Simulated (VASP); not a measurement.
Wanted: the native input for a VASP 6.6.1 run.

* Task: single point
* Functional: LDA
* Potentials or basis: VASP PAW LDA potentials, release 64 (Te, Mo_sv)
* Cutoff: 520 eV
* k mesh: 5 × 8 × 1, shifted
* Occupations: fermi-dirac, width 0.1 eV
* Spin: no spin polarisation
* Dipole correction: no
* Further INCAR settings: ALGO = Fast; EDIFF = 1e-07; NBANDS = 35

The structure of Te2Mo lies in POSCAR:

```
Te2Mo
1.0
    6.3616090000      0.0000000000      0.0000000000
    0.0000000000      3.4804030000      0.0000000000
   -0.0857410000      0.0000000000     36.1758900000
Te Mo
4 2
Direct
    0.0791520000      0.7500000000      0.4434730000
    0.9208480000      0.2500000000      0.5565270000
    0.5707490000      0.2500000000      0.4592960000
    0.4292510000      0.7500000000      0.5407040000
    0.8186520000      0.7500000000      0.5025350000
    0.1813480000      0.2500000000      0.4974650000
```

One way to write it, as run:

INCAR

```
ALGO = Fast ; EDIFF = 1E-7
ENCUT = 520 ; GGA = CA
ISIF = 2 ; ISMEAR = -1
LASPH = True ; LCHARG = False
LREAL = False ; LWAVE = False
NBANDS = 35 ; NELM = 100
PREC = Accurate ; SIGMA = 0.1
```

KPOINTS

```
Automatic mesh
0
Gamma
  5 8 1
  0.5 0.5 0.5
```

Potentials or basis: VASP PAW LDA potentials, release 64 (Te, Mo_sv).

Command:

```sh
$ cat potpaw_LDA.64/Te/POTCAR potpaw_LDA.64/Mo_sv/POTCAR > POTCAR
$ mpirun -np 1 vasp_std > vasp.out
```

Results of the run:

```yaml
Largest_force: 0.421 eV/Å
Band_gap_on_the_k_mesh: 0.08 eV, indirect (least direct gap 0.41 eV)
```

Caveat: spin-orbit coupling is left out, which moves the levels of the heavy elements.

Run time: 9.5 min on 1 thread of Intel(R) Xeon(R) Platinum 8259CL CPU @ 2.50GHz (Skylake/Cascade Lake), with other jobs on the host, peak memory 0.7 GiB.
